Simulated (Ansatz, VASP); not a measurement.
One calculation of Ti3S2, two programs

```
CELL_PARAMETERS angstrom
2.71311 1.56642 3.23762
-2.71311 1.56642 3.23762
0.00000 -3.13283 3.23762
ATOMIC_POSITIONS crystal
Ti 0.00000 0.33565 0.66434
Ti 0.66434 0.00000 0.33565
Ti 0.33565 0.66434 0.00000
S 0.16784 0.16784 0.16784
S 0.83216 0.83216 0.83216
```

The cell comes from a database or a generator and needn't be the stable form of this composition.

Alike in both runs: task single point; functional PBE; k mesh 6 × 6 × 6; occupations fermi-dirac, width 0.05 eV; no spin polarisation.

|  | VASP | Ansatz |
| --- | --- | --- |
| version | VASP 6.6.1 | Ansatz 0.2.0 |
| potentials or method | VASP PAW PBE potentials, release 64 (Ti_sv, S) | Ansatz PAW |
| plane-wave cutoff (eV) | 520 | 420 |
| valence electrons in the cell | 48 | 48 |

VASP gave:

- gap on the k mesh at the Fermi level (eV): none
- pressure (GPa): 0.4
- largest component of the traceless stress (GPa): 0.05
- rms of the force components (eV/Å): 0.019

**Question.** Estimate Ansatz's values.

**Answer.** gap on the k mesh at the Fermi level (eV): none; pressure (GPa): 0.3; largest component of the traceless stress (GPa): 0.11; rms of the force components (eV/Å): 0.019.

Atom by atom the forces differ by 0.003 eV/Å (rms over components). A gap of «none» marks a metal or a gap that the smearing closes. With one functional, cell and mesh, what is left measures potentials, basis and numerics.
